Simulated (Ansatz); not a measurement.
**Relaxing K3S2**

Level of theory: Ansatz 0.2.0, DFT PBE, scalar-relativistic, plane waves, PAW. Cutoff 420 eV, Γ-centred k mesh, Gaussian smearing, no spin polarisation in the final step.

The start puts K3S2 on the anti-corundum structure type (R-3c, No. 167), with S in place of Al, K in place of O, at a guessed volume.

```
CELL_PARAMETERS angstrom
3.66161 2.11403 6.66468
-3.66161 2.11403 6.66468
0.00000 -4.22806 6.66468
ATOMIC_POSITIONS crystal
K 0.05625 0.44375 0.75000
K 0.75000 0.05625 0.44375
K 0.44375 0.75000 0.05625
K 0.94375 0.55625 0.25000
K 0.25000 0.94375 0.55625
K 0.55625 0.25000 0.94375
S 0.85218 0.85218 0.85218
S 0.64782 0.64782 0.64782
S 0.14782 0.14782 0.14782
S 0.35218 0.35218 0.35218
```

Cell and atoms relax at zero pressure; the relaxation can't lower the symmetry of the start. After a coarse first stage the cell is made exact in the group found at 0.06 Å.

Energies over the elements count from the elements' standard structures at the same level, with no empirical corrections.

Q: Describe the relaxed structure.

A: It keeps R-3c (No. 167), but not the shape of the type it started on. Conventional cell: a = 8.790 Å, c = 14.086 Å. K has 4 S at 3.13–3.23 Å and 2 K at 3.56 Å (next K at 3.88 Å); around S lie 6 K at 3.13–3.23 Å and 1 S at 3.30 Å.

Space group R-3c:H (No. 167). a = 8.790 Å, b = 8.790 Å, c = 14.086 Å, α = 90.00°, β = 90.00°, γ = 120.00°
```json
{"atom": "K", "site": "18e", "symmetry": ".2", "x": "0.2991", "y": "0.0000", "z": "0.2500"}
{"atom": "S", "site": "12c", "symmetry": "3.", "x": "0.3333", "y": "0.6667", "z": "0.0494"}
```

Q: What are its volume, energy, density and gap?

A: The volume per atom is 31.42 Å³, the density is 1.92 g/cm³ and the energy over the elements is -0.82 eV/atom. The gap on the 6×6×6 mesh is 0 eV (a metal).

The final run used a 6×6×6 mesh on its 10-atom cell and 0.10 eV smearing. The k mesh leaves about 4 meV/atom of noise in metals. A structure relaxed within its symmetry needn't be a true minimum.

Cost: 4 runs of about 16 core-minutes in all, on Intel Xeon Platinum 8488C (Sapphire Rapids) (shared hosts).